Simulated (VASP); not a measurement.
Here is a VASP 6.6.1 calculation.

INCAR

```
SYSTEM = Pt
PREC = Accurate
ENCUT = 520
EDIFF = 1E-6
ISMEAR = 0
SIGMA = 0.1
LREAL = .FALSE.
LASPH = .TRUE.
NELM = 100
ALGO = Normal
ISIF = 2
LWAVE = .FALSE.
LCHARG = .TRUE.
LELF = .TRUE.
LVHAR = .TRUE.
LVACPOTAV = .TRUE.
```

Contents of KPOINTS:

```
regular mesh
0
G
  12 8 1
  0 0 0
```

POSCAR

```
Pt
1.0
    3.9240000000      0.0000000000      0.0000000000
    0.0000000000      2.7746870094      0.0000000000
    0.0000000000      0.0000000000     25.0987480375
Pt
9
Direct
    0.0000000000      0.0000000000      0.2788983733
    0.5000000000      0.5000000000      0.3341737800
    0.0000000000      0.0000000000      0.3894491867
    0.5000000000      0.5000000000      0.4447245933
    0.0000000000      0.0000000000      0.5000000000
    0.5000000000      0.5000000000      0.5552754067
    0.0000000000      0.0000000000      0.6105508133
    0.5000000000      0.5000000000      0.6658262200
    0.0000000000      0.0000000000      0.7211016267
```

Potentials or basis: VASP PAW LDA potentials, release 64 (Pt).

Run with:

```sh
$ cat potpaw_LDA.64/Pt/POTCAR > POTCAR
$ mpirun -np 1 vasp_std > vasp.out
```

(1) What does it give for the band gap on the k mesh?

(2) Predict the largest force.

## Answers

(1) none (metal or under the smearing width).

(2) 1.329 eV/Å.
